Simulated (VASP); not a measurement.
Set up this calculation in VASP 6.6.1, as the native input.

| Item | Value |
| --- | --- |
| Task | relaxation of cell and atoms |
| Functional | PBE |
| Dispersion | D3(BJ) |
| Potentials or basis | VASP PAW PBE potentials, release 64 (Se, In_d) |
| Cutoff | 600 eV |
| k mesh | 9 × 9 × 1 |
| Occupations | gaussian, width 0.03 eV |
| Spin | no spin polarisation |
| Further INCAR settings | ALGO = Normal; EDIFF = 1e-07; IBRION = 2; EDIFFG = -0.005; NSW = 90; ISIF = 3 |

The structure of InSe lies in POSCAR:

```
InSe                                    
1.0
    4.0322235581      0.0000000000      0.0000000000
   -2.0161117791      3.4920080401      0.0000000000
    0.0000000000      0.0000000000     31.7977120000
  Se              In            
     4     4
Direct
     1.0000000000000000    0.0000000000000000    0.2843842067182572
     1.0000000000000000    0.0000000000000000    0.4535891804364625
     0.6666666699999979    0.3333333300000021    0.5463981417940605
     0.6666666699999979    0.3333333300000021    0.7155420545449127
     0.6666666699999979    0.3333333300000021    0.3250854260872690
     0.6666666699999979    0.3333333300000021    0.4130173117004731
     0.3333333300000021    0.6666666699999979    0.5869217591547486
     0.3333333300000021    0.6666666699999979    0.6748495795638187
```

The input as run:

INCAR

```
ALGO = Normal
EDIFF = 1E-7
EDIFFG = -0.005
ENCUT = 600
GGA = PE
IBRION = 2
ISIF = 3
ISMEAR = 0
IVDW = 12
KPAR = 4
LASPH = True
LATTICE_CONSTRAINTS = .TRUE. .TRUE. .FALSE.
LCHARG = False
LREAL = False
LWAVE = False
NELM = 80
NSW = 90
PREC = Accurate
SIGMA = 0.03
```

KPOINTS

```
k-points
0
Gamma
  9 9 1
```

Potentials or basis: VASP PAW PBE potentials, release 64 (Se, In_d).

The run is started by

```bash
$ cat potpaw_PBE.64/Se/POTCAR potpaw_PBE.64/In_d/POTCAR > POTCAR
$ mpirun -np 4 vasp_std > vasp.out
```

It gave:

```
Relaxed volume                         : 55.96 Å³/atom
Relaxed cell                           : a = 4.032 Å, b = 4.032 Å, c = 31.798 Å, α = 90.00°, β = 90.00°, γ = 120.00°
Space group after relaxing (to 0.05 Å) : P3m1 (No. 156)
Energy gained by relaxing              : 0.0 meV/atom
Ionic steps                            : 2
Largest force after relaxing           : 0.005 eV/Å
Band gap on the k mesh                 : 1.03 eV, indirect (least direct gap 1.10 eV)
Dispersion energy per atom             : -0.260 eV
```

Caveat: spin-orbit coupling is left out, which moves the levels of the heavy elements.

It took 7.2 min on 4 MPI ranks on Intel(R) Xeon(R) Platinum 8259CL CPU @ 2.50GHz (Skylake/Cascade Lake), on a shared host, peak memory 0.79 GiB a rank.
